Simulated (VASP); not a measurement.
**WS2: relaxation of cell and atoms with LDA**

WS2:

```
W S
1.0
     1.57900    0.91164    6.16333
    -1.57900    0.91164    6.16333
     0.00000   -1.82327    6.16333
W S
1 2
Direct
  0.00000 0.00000 0.00000
  0.24970 0.24970 0.24970
  0.41900 0.41900 0.41900
```

Measurements of this composition are mostly on another form, of space group No. 194.

```
Program                : VASP 6.6.1
Task                   : relaxation of cell and atoms
Functional             : LDA
Potentials or basis    : VASP PAW LDA potentials, release 64 (W_sv, S)
Cutoff                 : 600 eV
k mesh                 : 10 × 10 × 10
Occupations            : gaussian, width 0.03 eV
Spin                   : no spin polarisation
Further INCAR settings : ALGO = Normal; EDIFF = 1e-06; IBRION = 2; EDIFFG = -0.01; NSW = 90; ISIF = 3
```

The relaxed volume is 17.17 Å³/atom and the relaxed cell is a = 6.324 Å, b = 6.324 Å, c = 6.324 Å, α = 28.68°, β = 28.68°, γ = 28.68°. The space group after relaxing (to 0.05 Å) is R3m (No. 160) and the energy gained by relaxing is 5.9 meV/atom. The ionic steps are 20, the pressure after relaxing is 0.0 GPa and the largest force after relaxing is 0.009 eV/Å. The band gap on the k mesh is 0.92 eV, indirect (least direct gap 2.30 eV).

Forces on the atoms (eV/Å):
```
W    0.000  0.000 -0.002
S    0.000  0.000 -0.007
S    0.000  0.000  0.009
```

The path:
| step | energy change (eV) | largest force (eV/Å) | pressure (GPa) | volume (Å³) |
| --- | --- | --- | --- | --- |
| 1 | 0.0000 | 0.5875 | -3.23 | 53.23 |
| 2 | 0.0448 | 1.4192 | 7.75 | 50.52 |
| 3 | -0.0148 | 0.2209 | 0.18 | 52.30 |
| 4 | -0.0152 | 0.2292 | -0.54 | 52.30 |
| 5 | -0.0161 | 0.0753 | -0.26 | 52.30 |
| 6 | -0.0164 | 0.0319 | 0.01 | 52.13 |
| 7 | -0.0164 | 0.0304 | -0.01 | 52.12 |
| 8 | -0.0166 | 0.0333 | 0.00 | 52.08 |
| 9 | -0.0170 | 0.0720 | -0.09 | 51.96 |
| 10 | -0.0170 | 0.1841 | -0.23 | 51.70 |
| 11 | -0.0171 | 0.1268 | -0.12 | 51.83 |
| 12 | -0.0172 | 0.1160 | -0.15 | 51.81 |
| 13 | -0.0174 | 0.0839 | -0.14 | 51.74 |
| 14 | -0.0176 | 0.0199 | -0.15 | 51.61 |
| 15 | -0.0173 | 0.1077 | -0.04 | 51.35 |
| 16 | -0.0176 | 0.0183 | -0.07 | 51.53 |
| 17 | -0.0176 | 0.0136 | -0.08 | 51.56 |
| 18 | -0.0176 | 0.0115 | -0.08 | 51.57 |
| 19 | -0.0176 | 0.0109 | -0.07 | 51.55 |
| 20 | -0.0176 | 0.0086 | 0.03 | 51.51 |

Final structure:
```cif
data_structure
_symmetry_space_group_name_H-M 'P 1'
_symmetry_Int_Tables_number 1
_cell_length_a 6.3237
_cell_length_b 6.3237
_cell_length_c 6.3237
_cell_angle_alpha 28.684
_cell_angle_beta 28.684
_cell_angle_gamma 28.684
_cell_volume 51.51
loop_
_atom_site_label
_atom_site_type_symbol
_atom_site_fract_x
_atom_site_fract_y
_atom_site_fract_z
_atom_site_occupancy
W1 W 0.00066 0.00066 0.00066 1
S1 S 0.24815 0.24815 0.24815 1
S2 S 0.41989 0.41989 0.41989 1
```

Levels at points of the mesh, in eV from the valence-band top:
```csv
k point,band 11,band 12,band 13,band 14,band 15,band 16
"(0.00, 0.00, 0.00)",-2.35,-1.46,-1.43,2.19,2.19,2.54
"(0.50, 0.00, 0.00)",-2.62,-1.81,-1.79,2.31,2.53,3.60
"(0.50, 0.50, 0.00)",-3.32,-2.04,-1.61,2.26,2.71,3.14
"(0.50, 0.50, 0.50)",-2.31,-2.31,0.00,2.30,2.30,2.38
```

Run time: 25 min on 2 MPI ranks on AMD EPYC 9R45 96-Core Processor (Zen 5), with other jobs on the host, peak memory 0.39 GiB a rank.

Caveat: spin-orbit coupling is left out, which moves the levels of the heavy elements. A k mesh can miss the band edges.
